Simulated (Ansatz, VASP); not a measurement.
# One calculation of ZnO, two programs

```
CELL_PARAMETERS angstrom
1.42361 -3.50341 0.00000
1.42361 3.50341 0.00000
0.00000 0.00000 2.81944
ATOMIC_POSITIONS crystal
Zn 0.00000 0.00000 0.00000
O 0.50000 0.50000 0.50000
```

Change from the starting cell: volume scaled by 0.98.

Alike in both runs: task single point; functional PBE; k mesh 10 × 10 × 9; occupations fermi-dirac, width 0.05 eV; no spin polarisation.

|  | VASP | Ansatz |
| --- | --- | --- |
| version | VASP 6.6.1 | Ansatz 0.2.0 |
| potentials or method | VASP PAW PBE potentials, release 64 (Zn, O) | Ansatz PAW |
| plane-wave cutoff (eV) | 520 | 420 |
| valence electrons in the cell | 18 | 18 |

VASP gave:

```
gap on the k mesh at the Fermi level (eV)       : none
pressure (GPa)                                  : 3.3
largest component of the traceless stress (GPa) : 3.20
```

Problem. What did Ansatz give for the same quantities?

Solution. gap on the k mesh at the Fermi level (eV): none; pressure (GPa): 2.3; largest component of the traceless stress (GPa): 2.17.

A gap of «none» marks a metal or a gap that the smearing closes. With one functional, cell and mesh, what is left measures potentials, basis and numerics.

Caveats: the pressure holds a Pulay correction of +0.6 GPa for the finite cutoff (Ansatz).
